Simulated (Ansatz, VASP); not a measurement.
**BaHf3O2: VASP beside Ansatz**

```xyz
6
Lattice="6.5198 0.0000 0.0000 -3.2599 5.6464 0.0000 0.0000 0.0000 2.9175" Properties=species:S:1:pos:R:3 pbc="T T T"
Ba    0.0000    0.0000    1.4588
Hf   -1.6300    2.8232    0.0000
Hf    3.2599    0.0000    0.0000
Hf    1.6300    2.8232    0.0000
O     0.0000    3.7642    1.4588
O     3.2599    1.8821    1.4588
```

Change from the starting cell: species swapped into the GdB2Ir3 type (P6/mmm, No. 191).

Alike in both runs: functional PBE; k mesh 6 × 6 × 12; occupations gaussian, width 0.1 eV; no spin polarisation.

Ansatz relaxed the structure, and its values are those at the end. VASP's run is a single point on that final structure, the one shown.

```csv
,VASP,Ansatz
version,VASP 6.6.1,Ansatz 0.2.0
potentials or method,"VASP PAW PBE potentials, release 64 (Ba_sv, Hf_pv, O)","scalar-relativistic, plane waves, PAW"
plane-wave cutoff (eV),520,420
valence electrons in the cell,52,100
```

```csv
,VASP,Ansatz,Ansatz less VASP
gap on the k mesh at the Fermi level (eV),none,none,-
pressure (GPa),-0.3,0.0,+0.26
```

A gap of «none» marks a metal or a gap that the smearing closes. The two sets of potentials don't hold the same shells in valence.

The runs have no spin-orbit coupling, so splittings on Ba, Hf are missing.
